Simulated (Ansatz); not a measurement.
A crystal relaxed with r2SCAN in the PAW code Ansatz has space group Pca2_1 (No. 29) and a = 5.247 Å, b = 5.030 Å, c = 5.059 Å.

```
atom  site       x       y       z
  Xx    4a  0.0325  0.2670  0.2411
   O    4a  0.3670  0.0700  0.3808
   O    4a  0.7322  0.4611  0.4911
```

With r2SCAN the valence top lies at Γ and the conduction bottom at k = (0.266, -1/2, 0.354), 4.94 eV higher; the smallest vertical gap, at S–Y (0.80 of the way from S), is 5.16 eV. The HSE06 gap is indirect, 6.08 eV (Γ to k = (0.266, -1/2, 0.354)), below the direct gap of 6.33 eV at S–Y (0.80 of the way from S). The PBE0 gap is indirect, 6.85 eV (Γ to k = (0.266, -1/2, 0.354)), below the direct gap of 7.10 eV at S–Y (0.80 of the way from S). Meshes: r2SCAN 6×6×6, HSE06 4×4×4, PBE0 4×4×4. r2SCAN's ε∞ is 4.6, 4.8 and 4.6 along x, y and z.

Question: Which element is Xx?
A. Ti
B. Zr
C. Hf
D. Sn

Answer: C. Xx is Hf: polar orthorhombic HfO2 (relaxed group Pca2_1). Hf is surrounded by 7 O at 2.03–2.24 Å; O is surrounded by 3 Hf at 2.03–2.14 Å; O is surrounded by 4 Hf at 2.12–2.24 Å.

No spin polarisation and no zero-point or thermal motion; the cell was built from a prototype and may be hypothetical.

No spin-orbit coupling is included; it can move band edges with weight on the heavy atoms by tenths of an eV.

Where an edge lies off the special points, it is a point of the mesh or the k point where a search put PBE's edge or least direct gap, reused for the other functionals, whose own edges may lie a little apart.

Coordinates of k points refer to the reciprocal vectors of the primitive cell of the runs.

The meshes of the hybrids are coarse, so their gaps aren't converged to the digits shown.

For a response run the program warns that the ground state's bands aren't all converged, so ε∞ carries an extra error.
